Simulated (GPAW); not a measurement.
Input of a GPAW 26.7.0 run:

Contents of run.py:

```python
from ase.dft.bandgap import bandgap
from ase.io import read, write
from ase.units import GPa
from gpaw import GPAW, PW

atoms = read('MnO.xyz')
atoms.set_initial_magnetic_moments([5.0, 0.0])

calc = GPAW(mode=PW(650),
            xc='PBE',
            kpts={'size': (8, 8, 8), 'gamma': True},
            occupations={'name': 'fermi-dirac', 'width': 0.05},
            nbands=21,
            maxiter=120,
            txt='gpaw.txt')
atoms.calc = calc
energy = atoms.get_potential_energy()
forces = atoms.get_forces()
stress = atoms.get_stress()
calc.write('gs.gpw')
write('result.traj', atoms)
print(f'Energy: {energy:.6f} eV')
print('Forces (eV/A):')
print(forces.round(4))
print('Stress (GPa):', (stress / GPa).round(3))
print('Moments:', calc.get_magnetic_moments().round(3))
print('Fermi level:', round(calc.get_fermi_level(), 4), 'eV')
print(f'Gap: {bandgap(calc)[0]:.4f} eV, direct: {bandgap(calc, direct=True)[0]:.4f} eV')
```

Contents of MnO.xyz:

```xyz
2
Lattice="0.0000000000 2.2239077028 2.2239077028 2.2239077028 0.0000000000 2.2239077028 2.2239077028 2.2239077028 0.0000000000" Properties=species:S:1:pos:R:3 pbc="T T T"
Mn     0.0000000000      0.0000000000      0.0000000000
O      2.2239077028      2.2239077028      2.2239077028
```

Potentials or basis: GPAW PAW data sets (gpaw-data 1.2.1), pw.

Run with:

```console
$ OMP_NUM_THREADS=1 python run.py
```

Question: Predict the net moment.

Answer: 4.75 μB per cell.

Question: Estimate the pressure.

Answer: -1.0 GPa.

Question: Estimate the site moments.

Answer: Mn +4.22; O +0.17 μB.

Question: What does it give for the band gap on the k mesh?

Answer: None (metal or under the smearing width).

Caveat: the cutoff is short for stress and forces, so pressures can be off by a GPa or more; a cell with one magnetic atom can't hold antiferromagnetic order, which such compounds often take; semilocal functionals often make such compounds metallic where correlation or magnetic order opens a gap, which also shifts bond lengths. With open d or f shells a metallic result of PBE can be an artefact of self-interaction; +U or a hybrid may open a gap.
